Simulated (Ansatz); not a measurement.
CsI:
```yaml
crystal:
  lattice:
    - [4.66643, 0.00000, 0.00000]
    - [0.00000, 4.66643, 0.00000]
    - [0.00000, 0.00000, 4.66643]
  atoms:
    - { symbol: Cs, position: [0.00000, 0.00000, 0.00000] }
    - { symbol: I, position: [0.50000, 0.50000, 0.50000] }
```

Relaxed with PBE. Special points in fractions of this cell's reciprocal vectors: Γ (0.000, 0.000, 0.000); X (0.000, 0.500, 0.000); M (0.500, 0.500, 0.000); R (0.500, 0.500, 0.500).

Q: List the band energies nearest the valence-band maximum at these points for PBE in the plane-wave PAW code Ansatz.

A: In eV from the valence-band maximum; about four levels below and three above (degenerate sets whole), none deeper than 8.9 eV; points with the same levels are listed once.

```
k                                below                above
-  -----------------------------------  -------------------
Γ  -7.17 -7.17 -7.17 -0.09 -0.09 -0.09       3.69 4.28 4.28
X        -7.12 -7.12 -1.40 -0.20 -0.20       5.22 6.23 6.45
M               -7.09 -0.81 -0.81 0.00  4.26 4.90 6.09 6.09
R  -7.38 -7.38 -7.38 -1.15 -1.15 -1.15       6.98 6.98 6.98
```

Space group Pm-3m (CsCl type). Symmetry was held in the PBE relaxation. Spin–orbit coupling is left out wherever it is not named.

Potentials: the later of the program's two PAW sets.
